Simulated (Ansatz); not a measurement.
A trial structure of CaSe was built thus: random cell by space group and Wyckoff sites (P4mm, No. 99). The dimensions are guesses.

```yaml
crystal:
  lattice:
    - [3.50162, 0.00000, 0.00000]
    - [0.00000, 3.50162, 0.00000]
    - [0.00000, 0.00000, 4.40902]
  atoms:
    - { symbol: Ca, position: [0.50000, 0.50000, 0.52335] }
    - { symbol: Se, position: [0.50000, 0.50000, 0.98731] }
```

Method: Ansatz, DFT PBE, scalar-relativistic, plane waves, PAW. Cutoff 420 eV, Gaussian smearing, Γ-centred meshes. Cell and atoms relax first on a coarse mesh and then on a converged one. In between, the cell is made exact in the group found at 0.06 Å. The steps can't lower the symmetry of their start. No spin polarisation.

A guess keeps its type if space group and coordination stay and the shape of the cell changes little (axis ratios within about 15 %, angles within 6°); the volume may change.

Question: Does it keep its structure type, or change into something else?

Answer: It doesn't keep its type. The symmetry goes from P4mm (No. 99) to P4/mmm (No. 123). The volume per atom grows by 437.0 %, from 27.0 to 145.1 Å³. The shortest distance goes from 2.05 Å (Ca–Se) to 2.64 Å (Ca–Se). Counting neighbours within 15 % of an atom's shortest distance, the start has Ca 1, Se 1 and the end Ca 2, Se 2. In detail, at the end around Ca lie 2 Se at 2.64 Å; Se is surrounded by 2 Ca at 2.64 Å.

```
CELL_PARAMETERS angstrom
7.41676 0.00000 0.00000
0.00000 7.41676 0.00000
0.00000 0.00000 5.27727
ATOMIC_POSITIONS crystal
Ca 0.50000 0.50000 0.50000
Se 0.50000 0.50000 0.00000
```

The last run used a 4×4×6 mesh (in the run's order of axes) for its 2-atom cell and Gaussian smearing of 0.02 eV. Weakly bound directions are ill-defined at this level, which has no dispersion term. A structure relaxed within its symmetry needn't be a true minimum.
